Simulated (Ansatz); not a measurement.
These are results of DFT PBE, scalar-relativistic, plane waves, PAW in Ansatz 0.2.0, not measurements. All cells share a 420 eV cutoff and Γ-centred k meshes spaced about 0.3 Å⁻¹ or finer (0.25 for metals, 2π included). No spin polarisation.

Temperature and zero-point effects are left out.

Compare these two cells of Al₇N, each relaxed at this level.

A.

```yaml
crystal:
  lattice:
    - [3.79205, 2.18934, 2.39703]
    - [-3.79205, 2.18934, 2.39703]
    - [0.00000, -4.37869, 2.39703]
  atoms:
    - { symbol: Al, position: [0.06788, 0.63510, 0.78233] }
    - { symbol: Al, position: [0.63510, 0.78233, 0.06788] }
    - { symbol: Al, position: [0.21767, 0.93212, 0.36490] }
    - { symbol: Al, position: [0.36490, 0.21767, 0.93212] }
    - { symbol: Al, position: [0.78233, 0.06788, 0.63510] }
    - { symbol: Al, position: [0.93212, 0.36490, 0.21767] }
    - { symbol: Al, position: [0.50000, 0.50000, 0.50000] }
    - { symbol: N, position: [0.00000, 0.00000, 0.00000] }
```

B.

```yaml
crystal:
  lattice:
    - [1.44822, 0.83613, 16.10319]
    - [-1.44822, 0.83613, 16.10319]
    - [0.00000, -1.67225, 16.10319]
  atoms:
    - { symbol: Al, position: [0.92792, 0.92792, 0.92792] }
    - { symbol: Al, position: [0.21434, 0.21434, 0.21434] }
    - { symbol: Al, position: [0.35842, 0.35842, 0.35842] }
    - { symbol: Al, position: [0.64158, 0.64158, 0.64158] }
    - { symbol: Al, position: [0.07208, 0.07208, 0.07208] }
    - { symbol: Al, position: [0.78566, 0.78566, 0.78566] }
    - { symbol: Al, position: [0.50000, 0.50000, 0.50000] }
    - { symbol: N, position: [0.00000, 0.00000, 0.00000] }
```

Question: Which is lower in energy, and by how much?

Answer: B is lower, by 122 meV/atom. A has space group R-3 (No. 148), 14.9 Å³/atom and no gap on its mesh; B has space group R-3m (No. 166), 14.6 Å³/atom and no gap. Counting Al atoms around N (those within 1.25 times the shortest such distance or 1.15 times the sum of covalent radii), A and B both have N 6. Both come from trial cells of a structure search, whose lowest cell (R3m, 15.6 Å³/atom) lies 56 meV/atom below the lower of the two.

Trial moments fell under 0.15 μB along the way in R-3 and R-3m; another start might hold them. Cells relaxed within their symmetry can be saddle points. Some types were kept out of the candidates beforehand, so the set may lack a known form.

Both cells are cubic close-packed aluminium with nitrogen in octahedral holes, so the 122 meV/atom between them reflects how the nitrogen is distributed, not its coordination number. In A it is spread through every interlayer gap as isolated NAl₆ octahedra. In B it fills one gap completely, forming a sheet of edge-sharing octahedra between thick slabs of aluminium. Gathering the nitrogen probably wins because the polar Al–N bonding is then confined to the two adjoining metal layers, where each Al binds several nitrogens, while the remaining layers keep nearly undisturbed metallic bonding. In A almost every Al atom is drawn into the compromise.

This preference fits the known tendency of nitrogen to leave aluminium as AlN, in which nitrogen is tetrahedral at ambient pressure. The lower-lying R3m cell, with its larger volume, may reflect a move towards such coordination. B is therefore better read as a step towards segregation than as a likely compound, though the energy against separate Al and wurtzite AlN isn't given.
